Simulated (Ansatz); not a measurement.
Equilibrium properties in the fcc structure, computed with r²SCAN in Ansatz (plane waves, PAW datasets (generated hard set); cutoff 700 eV), no spin polarisation, no spin–orbit coupling, Fermi–Dirac smearing of 0.1 eV, k-spacing 0.18 to 0.19 Å⁻¹:

```tsv
crystal	a₀ (Å)	V₀ (Å³/atom)	B₀ (GPa)
Yb	5.219	35.55	18.9
Lu	4.888	29.20	41
Hf	4.478	22.45	103
Re	3.894	14.76	385
Ir	3.845	14.21	376
Au	4.124	17.54	153
```

Task: Give the same for Pt, Os, Tl.

Result: 
| crystal | a₀ (Å) | V₀ (Å³/atom) | B₀ (GPa) |
| --- | --- | --- | --- |
| Pt | 3.942 | 15.32 | 270 |
| Os | 3.832 | 14.07 | 418 |
| Tl | 4.929 | 29.93 | 32 |

Model structures, not the usual forms at ambient conditions (metastable or hypothetical): Lu, Hf, Re, Os, Tl. Spin–orbit coupling is left out, which matters for 6p elements such as Tl, Pb and Bi. Potentials made with PBE were used with another functional. Semilocal functionals place the filled 4f shell of Yb metal too near the Fermi level and overbind it.
